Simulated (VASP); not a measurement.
# Co (P6_3/mmc) in VASP: notebook, part 3 of 3

VASP 6.6.1. Earlier steps stand in the parts before.

## 6. Density of states, revPBE+U, collinear spin, random start

The input, POSCAR:

```
Co
1.0
    2.4719999032      0.0000000000      0.0000000000
   -1.2359999516      2.1408147143      0.0000000000
    0.0000000000      0.0000000000      4.0211440800
Co
2
Direct
    0.6666666667      0.3333333333      0.7500000000
    0.3333333333      0.6666666667      0.2500000000
```

The input, INCAR.step1:

```
ALGO = Normal
EDIFF = 1E-6
ENCUT = 550
GGA = RE
ISIF = 2
ISMEAR = 0
ISPIN = 2
LASPH = True
LCHARG = True
LDAU = True
LDAUJ = 1
LDAUL = 2
LDAUPRINT = 1
LDAUTYPE = 1
LDAUU = 3
LMAXMIX = 4
LREAL = Auto
LWAVE = False
MAGMOM = -1.88 1.89
NELECT = 18.5
NELM = 120
PREC = Accurate
SIGMA = 0.05
```

The input, KPOINTS.step1:

```
k-points
0
Gamma
  12 12 7
```

The input, INCAR.step2:

```
ALGO = Normal
EDIFF = 1E-6
ENCUT = 550
GGA = RE
ICHARG = 11
ISIF = 2
ISMEAR = -5
ISPIN = 2
LASPH = True
LCHARG = False
LDAU = True
LDAUJ = 1
LDAUL = 2
LDAUPRINT = 1
LDAUTYPE = 1
LDAUU = 3
LMAXMIX = 4
LORBIT = 11
LREAL = Auto
LWAVE = False
MAGMOM = -1.88 1.89
NEDOS = 1001
NELECT = 18.5
NELM = 120
PREC = Accurate
SIGMA = 0.05
```

The input, KPOINTS.step2:

```
k-points
0
Gamma
  18 18 11
```

Potentials or basis: VASP PAW PBE potentials, release 64 (Co_GW).

Run with:

```bash
cat potpaw_PBE.64/Co_GW/POTCAR > POTCAR
cp INCAR.step1 INCAR
cp KPOINTS.step1 KPOINTS
mpirun -np 1 vasp_std > vasp.out
cp INCAR.step2 INCAR
cp KPOINTS.step2 KPOINTS
mpirun -np 1 vasp_std > vasp.out
```

OUTCAR:

```text
EDIFF = 1E-6
   ENCUT = 550
   GGA = RE
   ICHARG = 11
   ISIF = 2
   ISMEAR = -5
   ISPIN = 2
   LASPH = True
   LORBIT = 11
   LREAL = Auto
   NELECT = 18.5
   NELM = 120
   PREC = Accurate

 ion  position               nearest neighbor table
   1  0.667  0.333  0.750-   2 2.47   2 2.47   2 2.47   2 2.47   2 2.47   2 2.47
   2  0.333  0.667  0.250-   1 2.47   1 2.47   1 2.47   1 2.47   1 2.47   1 2.47

  LATTYP: Found a hexagonal cell.
 ALAT       =     2.4719999032
 C/A-ratio  =     1.6266764715

  Lattice vectors:

 A1 = (   2.4719999032,   0.0000000000,   0.0000000000)
 A2 = (  -1.2359999516,   2.1408147143,   0.0000000000)
 A3 = (   0.0000000000,   0.0000000000,   4.0211440800)

Analysis of symmetry for initial positions (statically):
=====================================================================
 Subroutine PRICEL returns:
 Original cell was already a primitive cell.
[... 296 lines left out ...]
     12       7.2175      0.00000
[... 745 lines left out ...]
      2       0.7858      1.00000
      3       1.5404      1.00000
      4       2.3704      1.00000
      5       2.7374      1.00000
      6       3.8211      1.00000
      7       4.6523      1.00000
      8       5.0239      1.00000
      9       6.2292      0.43699
     10       6.9093      0.00000
     11       7.4560      0.00000
     12      10.5528      0.00000
     13      15.0650      0.00000

 [... further k-points ...]
[... 5 lines left out ...]
  --------------------------------------------------------------------------------------
  -------------------------------------------------------------------------------------
  Total        5.5037795      5.5037795      9.3482225      0.0000000      0.0000000      0.0000000
  in kB      414.3758576    414.3758575    703.8213841      0.0000000      0.0000000      0.0000000
  external PRESSURE =     510.8576997 kB  Pullay stress =       0.0000000 kB

 VOLUME and BASIS-vectors are now :
 -----------------------------------------------------------------------------
  energy-cutoff  :      550.00
  volume of cell :       21.28
      direct lattice vectors                 reciprocal lattice vectors
     2.471999903  0.000000000  0.000000000     0.404530760  0.233555943  0.000000000
    -1.235999952  2.140814714  0.000000000     0.000000000  0.467111887  0.000000000
     0.000000000  0.000000000  4.021144080     0.000000000  0.000000000  0.248685444

 POSITION                                       TOTAL-FORCE (eV/Angst)
 -----------------------------------------------------------------------------------
      1.23600      0.71360      3.01586         0.000000      0.000000      0.000000
     -0.00000      1.42721      1.00529        -0.000000     -0.000000     -0.000000
 -----------------------------------------------------------------------------------
    total drift:                                0.000000     -0.000000     -0.000000

  FREE ENERGIE OF THE ION-ELECTRON SYSTEM (eV)
  ---------------------------------------------------
  free  energy   TOTEN  =        -6.7044270801 eV

  energy  without entropy=       -6.7044270801  energy(sigma->0) =       -6.70442708

 total charge

# of ion       s       p       d       f       tot
--------------------------------------------------
    1        0.507   0.592   7.458   0.017   8.573
    2        0.507   0.592   7.458   0.017   8.573
--------------------------------------------------
tot          1.013   1.184  14.915   0.034  17.146

 magnetization (x)

# of ion       s       p       d       f       tot
--------------------------------------------------
    1       -0.001  -0.005  -1.561   0.001  -1.566
    2        0.001   0.005   1.561  -0.001   1.566
--------------------------------------------------
tot         -0.000  -0.000   0.000  -0.000   0.000
```

OUTCAR.step1:

```text
EDIFF = 1E-6
   ENCUT = 550
   GGA = RE
   ISIF = 2
   ISMEAR = 0
[... 1098 lines left out ...]
 -----------------------------------------------------------------------------------
      1.23600      0.71360      3.01586         0.000000      0.000000      0.000000
     -0.00000      1.42721      1.00529         0.000000      0.000000      0.000000
 -----------------------------------------------------------------------------------
    total drift:                                0.000000     -0.000000     -0.000000

  FREE ENERGIE OF THE ION-ELECTRON SYSTEM (eV)
  ---------------------------------------------------
  free  energy   TOTEN  =        -6.6997648673 eV

  energy  without entropy=       -6.6974937997  energy(sigma->0) =       -6.69862933
```

Wall time 2.3 min (1 thread of Intel Xeon 6975P-C (Granite Rapids), shared host); peak memory 0.22 GiB.

The run converged, but some of its settings lie outside the range that counts as converged, so its numbers aren't taken as properties of the crystal.

What came out:

```
Net moment                                            : 0.00 μB per cell
Site moments                                          : Co -1.57, +1.57 μB
Valence electrons inside the program's atomic spheres : Co 8.57
```

Caveat: the cell is charged against a uniform background, so pressure and absolute levels hang on convention; the PAW data sets were made with another functional, which shifts forces and pressure a little; the U is typed as a test and isn't derived for this compound; tetrahedron occupations give inexact forces and stress in metals.

## 7. Summary

| task | level | potentials or basis | spin | U | cell | smearing | LDAUTYPE | hund's J | other keys | gap on the mesh (eV) | pressure (GPa) | moment (μB) |
| --- | --- | --- | --- | --- | --- | --- | --- | --- | --- | --- | --- | --- |
| single point | rev-vdW-DF2+U | VASP PAW PBE potentials, release 64 (Co) | collinear, random start | Co d U = 3.5 eV, J = 0.9 eV | as given | gaussian 0.01 eV | 1 | 0.9 | - | none | -4.1 | 1.61 |
| electron localisation function | LDA+U | VASP PAW LDA potentials, release 64 (Co) | collinear, ferromagnetic start | Co d U = 2 eV, J = 0.5 eV | as given | tetrahedron | 1 | 0.5 | ISMEAR = -5; SIGMA = 0.02 | none | -16.2 | 3.27 |
| relaxation of the atoms | PBE+D4+U | VASP PAW PBE potentials, release 64 (Co) | collinear, zero start | Co d U = 2 eV, J = 0.5 eV | atoms relaxed from: atoms moved at random, drawn with an rms of 0.05 Å | methfessel-paxton 0.1 eV | 2 | 0.5 | AMIX = 0.6 | none | -17.5 | 0.00 |

Alike in all rows: k mesh 12 × 12 × 7; cutoff (eV) 520.

Caveats: the U is typed as a test and isn't derived for this compound; the PAW data sets were made with another functional, which shifts forces and pressure a little (some runs); tetrahedron occupations give inexact forces and stress in metals (some runs); pairwise dispersion overbinds metals, which lowers pressure and volume (some runs).

Absolute energies hang on the potentials; compare differences alone.
